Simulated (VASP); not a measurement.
# Mn (P6/mmm) in VASP: notebook, part 2 of 2

VASP 6.6.1. The steps go on from the part before.

## 3. Single point, r2SCAN, collinear spin, typed start

This run uses another cell than the first one, of 17.03 Å³/atom, 1.286 times its volume.

POSCAR reads:

```
Mn
1.0
    2.7344190616      0.0000000000      0.0000000000
   -1.3672095308      2.3680763719      0.0000000000
    0.0000000000      0.0000000000      2.6293543687
Mn
1
Direct
    0.0000000000      0.0000000000      0.0000000000
```

INCAR.step1 reads:

```
PREC = Accurate
ENCUT = 520
ISMEAR = 0
SIGMA = 0.1
LREAL = False
LASPH = True
NELM = 150
ISPIN = 2
MAGMOM = 3.64
LMAXMIX = 4
NBANDS = 16
GGA = PE
ALGO = Normal
EDIFF = 1E-4
LWAVE = True
LCHARG = False
```

INCAR.step2 reads:

```
PREC = Accurate
ENCUT = 520
EDIFF = 1E-7
ISMEAR = 0
SIGMA = 0.1
LREAL = False
LASPH = True
NELM = 150
ALGO = Normal
ISIF = 2
LWAVE = False
LCHARG = False
ISPIN = 2
MAGMOM = 3.64
LORBIT = 11
LMAXMIX = 4
METAGGA = R2SCAN
LMIXTAU = True
NBANDS = 16
ISTART = 1
```

KPOINTS reads:

```
Automatic mesh
0
Gamma
  9 9 8
```

Potentials or basis: VASP PAW PBE potentials, release 64 (Mn_pv).

Launch:

```
> cat potpaw_PBE.64/Mn_pv/POTCAR > POTCAR
> cp INCAR.step1 INCAR
> mpirun -np 1 vasp_std > vasp.out
> cp INCAR.step2 INCAR
> mpirun -np 1 vasp_std > vasp.out
```

OUTCAR:

```text
PREC = Accurate
   ENCUT = 520
   EDIFF = 1E-7
   ISMEAR = 0
   LREAL = False
   LASPH = True
   NELM = 150
   ISIF = 2
   ISPIN = 2
   LORBIT = 11
   METAGGA = R2SCAN
   ISTART = 1

 ion  position               nearest neighbor table
   1  0.000  0.000  0.000-

  LATTYP: Found a hexagonal cell.
 ALAT       =     2.7344190616
 C/A-ratio  =     0.9615769600

  Lattice vectors:

 A1 = (   2.7344190616,   0.0000000000,   0.0000000000)
 A2 = (  -1.3672095308,   2.3680763719,   0.0000000000)
 A3 = (   0.0000000000,   0.0000000000,   2.6293543687)

Analysis of symmetry for initial positions (statically):
=====================================================================
 Subroutine PRICEL returns:
 Original cell was already a primitive cell.

 Routine SETGRP: Setting up the symmetry group for a
 hexagonal supercell.

 Subroutine GETGRP returns: Found 24 space group operations
 (whereof 24 operations were pure point group operations)
 out of a pool of 24 trial point group operations.

The static configuration has the point symmetry D_6h.

Analysis of symmetry for dynamics (positions and initial velocities):
=====================================================================
 Subroutine PRICEL returns:
 Original cell was already a primitive cell.

 Routine SETGRP: Setting up the symmetry group for a
 hexagonal supercell.

 Subroutine GETGRP returns: Found 24 space group operations
 (whereof 24 operations were pure point group operations)
 out of a pool of 24 trial point group operations.

The dynamic configuration has the point symmetry D_6h.

Analysis of structural, dynamic, and magnetic symmetry:
=====================================================================
 Subroutine PRICEL returns:
 Original cell was already a primitive cell.

 Routine SETGRP: Setting up the symmetry group for a
 hexagonal supercell.

 Subroutine GETGRP returns: Found 24 space group operations
 (whereof 24 operations were pure point group operations)
[... 133 lines left out ...]
  energy-cutoff  :      520.00
  volume of cell :       17.03
 maximum number of plane-waves:       468
   NGX = 11   NGY = 11   NGZ =  9

 number of electron      13.0000005 magnetization       4.0082260

 Free energy of the ion-electron system (eV)
  ---------------------------------------------------
  ext. energy  EPLUGINS =         0.00000000
  ---------------------------------------------------
  free energy    TOTEN  =       -14.24856976 eV

  energy without entropy =      -14.24471955  energy(sigma->0) =      -14.24664466

 E-fermi :   6.1768     XC(G=0): -12.2736

 val. band max:        6.1750184064   @ k =   0.3333   0.0000   0.3750
 cond. band min:       6.2032918594   @ k =   0.2222  -0.0000   0.3750
 fundamental gap:      0.0282734530
 Fermi energy:         6.1768219759

 spin component 1

 k-point     1 :       0.0000    0.0000    0.0000
  band No.  band energies     occupation
      1     -46.0802      1.00000
      2     -45.8663      1.00000
      3     -45.8662      1.00000
      4      -1.5696      1.00000
      5       1.4910      1.00000
      6       3.1542      1.00000
[... 435 lines left out ...]
      5       2.6170      1.00000
      6       2.6171      1.00000
[... 8 lines left out ...]
     15      31.0905      0.00000
     16      34.4280      0.00000

 [... further k-points ...]

 spin component 2

 k-point     1 :       0.0000    0.0000    0.0000
  band No.  band energies     occupation
      1     -40.4758      1.00000
      2     -40.4242      1.00000
      3     -40.4239      1.00000
      4      -1.3388      1.00000
      5       6.3176      0.02325
      6       7.9846      0.00000
[... 435 lines left out ...]
      5       5.4042      1.00000
      6       7.2490      0.00000
[... 8 lines left out ...]
     15      36.3063      0.00000
     16      36.3065      0.00000

 [... further k-points ...]

------------------------ aborting loop because EDIFF is reached ----------------------------------------

  FORCE on cell =-STRESS in cart. coord.  units (eV):
  Direction    XX          YY          ZZ          XY          YZ          ZX
  --------------------------------------------------------------------------------------
  -------------------------------------------------------------------------------------
  Total        0.0129569      0.0129569     -0.0077633      0.0000000     -0.0000000      0.0000000
  in kB        1.2192746      1.2192746     -0.7305465      0.0000000     -0.0000000      0.0000000
  external PRESSURE =       0.5693342 kB  Pullay stress =       0.0000000 kB

 VOLUME and BASIS-vectors are now :
 -----------------------------------------------------------------------------
  energy-cutoff  :      520.00
  volume of cell :       17.03
      direct lattice vectors                 reciprocal lattice vectors
     2.734419062  0.000000000  0.000000000     0.365708393  0.211141839  0.000000000
    -1.367209531  2.368076372  0.000000000     0.000000000  0.422283678  0.000000000
     0.000000000  0.000000000  2.629354369     0.000000000  0.000000000  0.380321501

 POSITION                                       TOTAL-FORCE (eV/Angst)
 -----------------------------------------------------------------------------------
      0.00000      0.00000      0.00000        -0.000000      0.000000      0.000000
 -----------------------------------------------------------------------------------
    total drift:                               -0.000000      0.000000      0.000000

  FREE ENERGIE OF THE ION-ELECTRON SYSTEM (eV)
  ---------------------------------------------------
  free  energy   TOTEN  =       -14.2485697594 eV

  energy  without entropy=      -14.2447195524  energy(sigma->0) =      -14.24664466

 total charge

# of ion       s       p       d       tot
------------------------------------------
    1        0.351   6.204   4.937  11.491

 magnetization (x)

# of ion       s       p       d       tot
------------------------------------------
    1        0.016   0.008   3.920   3.944
```

OUTCAR.step1:

```text
PREC = Accurate
   ENCUT = 520
   ISMEAR = 0
   LREAL = False
   LASPH = True
   NELM = 150
[... 1149 lines left out ...]

 POSITION                                       TOTAL-FORCE (eV/Angst)
 -----------------------------------------------------------------------------------
      0.00000      0.00000      0.00000        -0.000000      0.000000      0.000000
 -----------------------------------------------------------------------------------
    total drift:                               -0.000000      0.000000      0.000000

  FREE ENERGIE OF THE ION-ELECTRON SYSTEM (eV)
  ---------------------------------------------------
  free  energy   TOTEN  =        -7.9764781657 eV

  energy  without entropy=       -7.9687812612  energy(sigma->0) =       -7.97262971
```

Run time: 70 s. Hardware: 1 thread of Intel Xeon Platinum 8559C (Emerald Rapids), shared host; peak memory 0.14 GiB.

What came out:

```yaml
Free_energy: -14.2486 eV
Pressure: 0.1 GPa
Band_gap_on_the_k_mesh: none (metal or under the smearing width)
Net_moment: 4.01 μB per cell
Site_moments: Mn +3.94 μB
Valence_electrons_inside_the_program's_atomic_spheres: Mn 11.49
```

Caveat: the PAW data sets were made with another functional, which shifts forces and pressure a little.

## 4. Relaxation of cell and atoms, r2SCAN, collinear spin, typed start

POSCAR reads:

```
Mn
1.0
    2.5384469893      0.0000000000      0.0000000000
   -1.2692234946      2.1983595788      0.0000000000
    0.0000000000      0.0000000000      2.3718614056
Mn
1
Direct
    0.0000000000      0.0000000000      0.0000000000
```

INCAR.step1 reads:

```
PREC = Accurate ; ENCUT = 600
ISMEAR = 0 ; SIGMA = 0.1
LREAL = F ; LASPH = T
NELM = 150 ; ISPIN = 2
MAGMOM = 3.64 ; LMAXMIX = 4
GGA = PE ; ALGO = Normal
EDIFF = 1E-4 ; LWAVE = T
LCHARG = F
```

INCAR.step2 reads:

```
PREC = Accurate ; ENCUT = 600
EDIFF = 1E-6 ; ISMEAR = 0
SIGMA = 0.1 ; LREAL = F
LASPH = T ; NELM = 150
ALGO = Normal ; ISIF = 3
LWAVE = F ; LCHARG = F
ISPIN = 2 ; MAGMOM = 3.64
LORBIT = 11 ; LMAXMIX = 4
METAGGA = R2SCAN ; LMIXTAU = T
IBRION = 2 ; NSW = 90
EDIFFG = -0.04 ; ISTART = 1
```

KPOINTS reads:

```
regular mesh
0
Gamma
  9 9 8
```

Potentials or basis: VASP PAW PBE potentials, release 64 (Mn_pv).

Launch:

```
> cat potpaw_PBE.64/Mn_pv/POTCAR > POTCAR
> cp INCAR.step1 INCAR
> mpirun -np 1 vasp_std > vasp.out
> cp INCAR.step2 INCAR
> mpirun -np 1 vasp_std > vasp.out
```

OUTCAR:

```text
PREC = Accurate
   ENCUT = 600
   EDIFF = 1E-6
   ISMEAR = 0
   LREAL = F
   LASPH = T
   NELM = 150
   ISIF = 3
   ISPIN = 2
   LORBIT = 11
   METAGGA = R2SCAN
   IBRION = 2
   NSW = 90
   EDIFFG = -0.04
   ISTART = 1

 ion  position               nearest neighbor table
   1  0.000  0.000  0.000-

  LATTYP: Found a hexagonal cell.
 ALAT       =     2.5384469893
 C/A-ratio  =     0.9343750000

  Lattice vectors:

 A1 = (   2.5384469893,   0.0000000000,   0.0000000000)
 A2 = (  -1.2692234946,   2.1983595788,   0.0000000000)
 A3 = (   0.0000000000,   0.0000000000,   2.3718614056)

Analysis of symmetry for initial positions (statically):
=====================================================================
 Subroutine PRICEL returns:
 Original cell was already a primitive cell.

 Routine SETGRP: Setting up the symmetry group for a
 hexagonal supercell.

 Subroutine GETGRP returns: Found 24 space group operations
 (whereof 24 operations were pure point group operations)
 out of a pool of 24 trial point group operations.

The static configuration has the point symmetry D_6h.

Analysis of symmetry for dynamics (positions and initial velocities):
=====================================================================
 Subroutine PRICEL returns:
 Original cell was already a primitive cell.

 Routine SETGRP: Setting up the symmetry group for a
 hexagonal supercell.

 Subroutine GETGRP returns: Found 24 space group operations
 (whereof 24 operations were pure point group operations)
 out of a pool of 24 trial point group operations.

The dynamic configuration has the point symmetry D_6h.

Analysis of structural, dynamic, and magnetic symmetry:
=====================================================================
 Subroutine PRICEL returns:
 Original cell was already a primitive cell.

 Routine SETGRP: Setting up the symmetry group for a
 hexagonal supercell.

 Subroutine GETGRP returns: Found 24 space group operations
[... 156 lines left out ...]
  Direction    XX          YY          ZZ          XY          YZ          ZX
  --------------------------------------------------------------------------------------
  -------------------------------------------------------------------------------------
  Total       -0.1505462     -0.1505462      0.5146935     -0.0000000     -0.0000000      0.0000000
  in kB      -18.2231842    -18.2231842     62.3021590     -0.0000000     -0.0000000      0.0000000
  external PRESSURE =       8.6185969 kB  Pullay stress =       0.0000000 kB
[... 86 lines left out ...]
  FREE ENERGIE OF THE ION-ELECTRON SYSTEM (eV)
  ---------------------------------------------------
  free  energy   TOTEN  =       -13.9811249844 eV

  energy  without entropy=      -13.9750082364  energy(sigma->0) =      -13.97806661

[... ionic steps 4 to 21 ...]

--------------------------------------- Ionic step       22  -------------------------------------------

 number of electron      13.0000007 magnetization       4.0077906

------------------------ aborting loop because EDIFF is reached ----------------------------------------
[... 65 lines left out ...]
--------------------------------------- Ionic step       24  -------------------------------------------

 number of electron      13.0000004 magnetization       4.0078943

 Free energy of the ion-electron system (eV)
  ---------------------------------------------------
  ext. energy  EPLUGINS =         0.00000000
  ---------------------------------------------------
  free energy    TOTEN  =       -14.24736659 eV

  energy without entropy =      -14.24351876  energy(sigma->0) =      -14.24544267

 E-fermi :   6.1904     XC(G=0): -12.2822

 val. band max:        6.1882932868   @ k =   0.3333  -0.0000   0.3750
 cond. band min:       6.2181488686   @ k =   0.2222   0.0000   0.3750
 fundamental gap:      0.0298555818
 Fermi energy:         6.1904152854

 spin component 1

 k-point     1 :       0.0000    0.0000    0.0000
  band No.  band energies     occupation
      1     -46.0642      1.00000
      2     -45.8499      1.00000
      3     -45.8498      1.00000
      4      -1.5625      1.00000
      5       1.5009      1.00000
      6       3.1689      1.00000
      7       3.1690      1.00000
      8       4.5204      1.00000
      9       4.5204      1.00000
     10      20.7230      0.00000
     11      24.4089      0.00000
     12      25.1300      0.00000
[... 333 lines left out ...]
      1     -46.0707      1.00000
      2     -45.9949      1.00000
      3     -45.9949      1.00000
      4       2.3825      1.00000
      5       2.6296      1.00000
      6       2.6297      1.00000
      7       3.7135      1.00000
      8       3.7135      1.00000
      9      10.3188      0.00000
     10      10.3188      0.00000
     11      10.8352      0.00000
     12      25.8036      0.00000

 [... further k-points ...]

 spin component 2

 k-point     1 :       0.0000    0.0000    0.0000
  band No.  band energies     occupation
      1     -40.4603      1.00000
      2     -40.4089      1.00000
      3     -40.4086      1.00000
      4      -1.3302      1.00000
      5       6.3285      0.02542
      6       7.9982      0.00000
      7       7.9983      0.00000
      8      10.0308      0.00000
      9      10.0309      0.00000
     10      22.2620      0.00000
     11      24.6075      0.00000
     12      27.2421      0.00000
[... 373 lines left out ...]
  FREE ENERGIE OF THE ION-ELECTRON SYSTEM (eV)
  ---------------------------------------------------
  free  energy   TOTEN  =       -14.2473665866 eV

  energy  without entropy=      -14.2435187562  energy(sigma->0) =      -14.24544267

 reached required accuracy - stopping structural energy minimisation

 total charge

# of ion       s       p       d       tot
------------------------------------------
    1        0.351   6.204   4.937  11.493

 magnetization (x)

# of ion       s       p       d       tot
------------------------------------------
    1        0.017   0.008   3.919   3.943
```

OUTCAR.step1:

```text
PREC = Accurate
   ENCUT = 600
   ISMEAR = 0
   LREAL = F
   LASPH = T
[... 958 lines left out ...]

 POSITION                                       TOTAL-FORCE (eV/Angst)
 -----------------------------------------------------------------------------------
      0.00000      0.00000      0.00000        -0.000000      0.000000      0.000000
 -----------------------------------------------------------------------------------
    total drift:                               -0.000000      0.000000      0.000000

  FREE ENERGIE OF THE ION-ELECTRON SYSTEM (eV)
  ---------------------------------------------------
  free  energy   TOTEN  =        -8.2527365139 eV

  energy  without entropy=       -8.2448722546  energy(sigma->0) =       -8.24880438
```

Wall time 11 min (1 thread of Intel Xeon Platinum 8559C (Emerald Rapids), shared host); peak memory 0.16 GiB.

Results:

```yaml
Free_energy: -14.2474 eV
Relaxed_volume: 17.00 Å³/atom
Relaxed_cell: a = 2.733 Å, b = 2.733 Å, c = 2.627 Å, α = 90.00°, β = 90.00°, γ = 120.00°
Space_group_after_relaxing_to_0.05_Å: P6/mmm (No. 191)
Energy_gained_by_relaxing: 259.1 meV/atom
Ionic_steps: 24
Pressure_after_relaxing: 0.2 GPa
Band_gap_on_the_k_mesh: none (metal or under the smearing width)
Net_moment: 4.01 μB per cell
Site_moments: Mn +3.94 μB
Valence_electrons_inside_the_program's_atomic_spheres: Mn 11.49
```

Step by step:
| step | energy change (eV) | largest force (eV/Å) | pressure (GPa) | volume (Å³) |
| --- | --- | --- | --- | --- |
| 1 | 0.0000 | 0.0000 | 0.86 | 13.24 |
| 2 | -0.0205 | 0.0000 | 7.22 | 13.37 |
| 3 | 0.0072 | 0.0000 | 9.28 | 13.72 |
| 4 | -0.0381 | 0.0000 | 17.20 | 13.47 |
| 5 | -0.0378 | 0.0000 | 16.82 | 13.52 |
| 6 | -0.0384 | 0.0000 | 16.97 | 13.50 |
| 7 | -0.0392 | 0.0000 | 16.87 | 13.52 |
| 8 | -0.0411 | 0.0000 | 16.54 | 13.56 |
| 9 | -0.0427 | 0.0000 | 15.94 | 13.65 |
| 10 | -0.0451 | 0.0000 | 15.73 | 13.67 |
| 11 | -0.0522 | 0.0000 | 15.18 | 13.74 |
| 12 | -0.0658 | 0.0000 | 14.83 | 13.87 |
| 13 | -0.0996 | 0.0000 | 19.25 | 14.14 |
| 14 | -0.1596 | 0.0000 | 12.84 | 14.68 |
| 15 | -0.2241 | 0.0000 | 5.28 | 15.81 |
| 16 | -0.2450 | 0.0000 | -3.05 | 18.22 |
| 17 | -0.2559 | 0.0000 | -1.49 | 17.37 |
| 18 | -0.2559 | 0.0000 | 0.88 | 16.93 |
| 19 | -0.2568 | 0.0000 | -0.51 | 17.18 |
| 20 | -0.2568 | 0.0000 | -0.11 | 17.10 |
| 21 | -0.2580 | 0.0000 | -0.05 | 17.07 |
| 22 | -0.2589 | 0.0000 | 0.07 | 17.03 |
| 23 | -0.2585 | 0.0000 | 0.40 | 16.94 |
| 24 | -0.2591 | 0.0000 | 0.17 | 17.00 |

Final structure:
```xyz
1
Lattice="2.7334 0.0000 0.0000 -1.3667 2.3672 0.0000 0.0000 0.0000 2.6273" Properties=species:S:1:pos:R:3 pbc="T T T"
Mn    0.0000    0.0000    0.0000
```

Caveat: the volume moved by over 15 % at a fixed basis, so the end points are rough; the PAW data sets were made with another functional, which shifts forces and pressure a little.

## 5. The runs side by side

```tsv
task	cell	cutoff (eV)	gap on the mesh (eV)	pressure (GPa)	moment (μB)
single point	P6/mmm, 13.24 Å³/atom	520	none	1.0	2.60
single point	P6/mmm, 17.03 Å³/atom	520	none	0.1	4.01
relaxation of cell and atoms	relaxed	600	none	0.2	4.01
```

Alike in all rows: level r2SCAN; potentials or basis VASP PAW PBE potentials, release 64 (Mn_pv); spin collinear, typed start; k mesh 9 × 9 × 8; smearing gaussian 0.1 eV.

Caveats: the PAW data sets were made with another functional, which shifts forces and pressure a little; the volume moved by over 15 % at a fixed basis, so the end points are rough (some runs).

Absolute energies hang on the potentials; compare differences alone.
